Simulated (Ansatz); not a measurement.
Input and command of a calculation in Ansatz (plane waves; scalar-relativistic PAW potentials unless the input names others):

```yaml
crystal:
  lattice:
    - [2.7796830131, 0.0, 0.0]
    - [0.0, 2.7796830131, 0.0]
    - [0.0, 0.0, 7.6029570778]
  atoms:
    - { symbol: Al, position: [0.0, 0.0, 0.5] }
    - { symbol: Al, position: [0.5, 0.5, 0.2206884274] }
    - { symbol: Al, position: [0.5, 0.5, 0.7793115726] }
    - { symbol: Cu, position: [0.0, 0.0, 0.0] }
basis:
  ecutwfc: 420
kpoints:
  mp_grid: { grid: [18, 18, 6] }
hamiltonian:
  xc: pbesol
scf:
  occupations: { method: gaussian, width: 0.15 }
  initial_density: { chi_scale: 0.0 }
output:
  forces: true
  eigenvalues: true
  stress: true
```

```bash
ansatz run input.yaml --threads 2 --pin off --max-ram 5120MiB --backend cpu --events-out ev --progress --plain --runs-dir out
```

Abridged log:
```
Pseudopotentials: kind: paw
Pseudopotential: Al, paw, valence charge 3, recommended cutoff 420 eV (normal)
Pseudopotential: Cu, paw, valence charge 19, recommended cutoff 420 eV (normal)
Functional definition: PBEsol
Crystal: 4 atoms, lattice volume = 58.745 Å³
Basis set: ecut = 420 eV, 1189 PW (Γ), exchange–correlation on 40×40×108 points (8 copies of the dense FFT grid, shifted against one another)
Bands: 18, of which v1, the nominal top of the filled ones, is band 14 counted from 1 (13 counted from 0)
Symmetry: 16 space group operations
Space group: P4/mmm (ITA 123), of the structure as read, at distance tolerance 3.9e-5 Å
k-points: 220 of 1944
Initial density: superposition of atomic densities (chi_scale 0, normalization cell)
Initial wavefunctions: pseudopotential atomic-orbital guess
Functional: x = pbesol(κ = 0.804, μ = 0.12345679), c = pbesol(β = 0.046)
SCF iter   1: F=—  HF=-8166.164041 eV  |F-HF|=—  |Δ(HF+E_count)|=         —  Δρ=3.05e-1  dr2=4.91e1  ethr=3.10e-3  ⟨swp⟩=5.9  Hψ=20678  notcnv=0
SCF iter   2: F=—  HF=-8163.751312 eV  |F-HF|=—  |Δ(HF+E_count)|=    2.41e0  Δρ=1.19e-1  dr2=9.27e0  ethr=3.10e-3  ⟨swp⟩=2.0  Hψ=9426  notcnv=0  defer=35
SCF iter   3: F=—  HF=-8163.116418 eV  |F-HF|=—  |Δ(HF+E_count)|=   6.35e-1  Δρ=5.88e-2  dr2=2.85e0  ethr=3.10e-3  ⟨swp⟩=2.0  Hψ=6434  notcnv=0  defer=39
SCF iter   4: F=—  HF=-8162.884947 eV  |F-HF|=—  |Δ(HF+E_count)|=   2.31e-1  Δρ=2.41e-2  dr2=6.09e-1  ethr=3.10e-3  ⟨swp⟩=2.1  Hψ=5248  notcnv=0  defer=39
SCF iter   5: F=—  HF=-8162.820198 eV  |F-HF|=—  |Δ(HF+E_count)|=   6.47e-2  Δρ=6.59e-3  dr2=4.56e-2  ethr=2.18e-3  ⟨swp⟩=2.0  Hψ=6256  notcnv=0  defer=38
SCF iter   6: F=—  HF=-8162.817304 eV  |F-HF|=—  |Δ(HF+E_count)|=   2.89e-3  Δρ=1.37e-3  dr2=1.33e-3  ethr=1.63e-4  ⟨swp⟩=1.4  Hψ=4301  notcnv=0  defer=39
SCF iter   7: F=—  HF=-8162.817029 eV  |F-HF|=—  |Δ(HF+E_count)|=   2.75e-4  Δρ=5.25e-4  dr2=1.57e-4  ethr=4.74e-6  ⟨swp⟩=2.4  Hψ=5803  notcnv=0  defer=40
SCF iter   8: F=—  HF=-8162.817015 eV  |F-HF|=—  |Δ(HF+E_count)|=   1.40e-5  Δρ=1.86e-4  dr2=2.02e-5  ethr=5.59e-7  ⟨swp⟩=1.0  Hψ=3924  notcnv=0  defer=40
SCF iter   9: F=—  HF=-8162.817118 eV  |F-HF|=—  |Δ(HF+E_count)|=   1.03e-4  Δρ=5.47e-5  dr2=1.96e-6  ethr=7.21e-8  ⟨swp⟩=1.1  Hψ=4004  notcnv=0  defer=41
SCF iter  10: F=-8162.817118 eV  HF=-8162.817118 eV  |F-HF|=1.87e-9  |Δ(HF+E_count)|=   2.49e-7  Δρ=1.71e-6  dr2=2.39e-9  ethr=3.57e-10  ⟨swp⟩=4.1  Hψ=16151  notcnv=0
SCF 1 converged in 10 iterations: F = -8162.817118 eV  dr2 = 2.39e-9
SCF converged after 10 iterations
Free energy (F): -8162.817118 eV
Harris-Foulkes:  -8162.817118 eV  (|F-HF|=1.87e-9)
Internal energy: -8162.803005 eV  (E = F + TS)
E sigma→0 (E₀):  -8162.810061 eV
Entropy (-TS):   -0.014113 eV (-3.528 meV/atom)
Fermi energy:    10.202012 eV
--- Forces (eV/Å), atoms counted from 1 ---
  atom   1  Al     0.00000000     0.00000000     0.00000000
  atom   2  Al     0.00000000     0.00000000     0.04446071
  atom   3  Al     0.00000000     0.00000000    -0.04446071
  atom   4  Cu     0.00000000     0.00000000     0.00000000
--- Stress (GPa, compression-positive) ---
        0.087064       0.000000       0.000000
        0.000000       0.087064       0.000000
        0.000000       0.000000      -0.184634
  P = ⅓ Tr σ = -0.0035 GPa (-0.035 kbar)
```

Apart from outputs and empty bands, the input differs from a reference run on usual settings in scf.initial_density.chi_scale: not typed → 0.0. The reference, at the same geometry (not necessarily relaxed), gave pressure 0.00 GPa, largest force 0.044 eV/Å, no gap on the mesh. This run converged in 10 SCF iterations (reference: 7) with an energy at zero smearing within 0.01 meV/atom of the reference's, pressure 0.00 GPa, largest force 0.044 eV/Å, no gap on the mesh.

The run took 24 s on 2 threads of AMD EPYC (Zen 3), on a shared host, peak memory 0.47 GiB.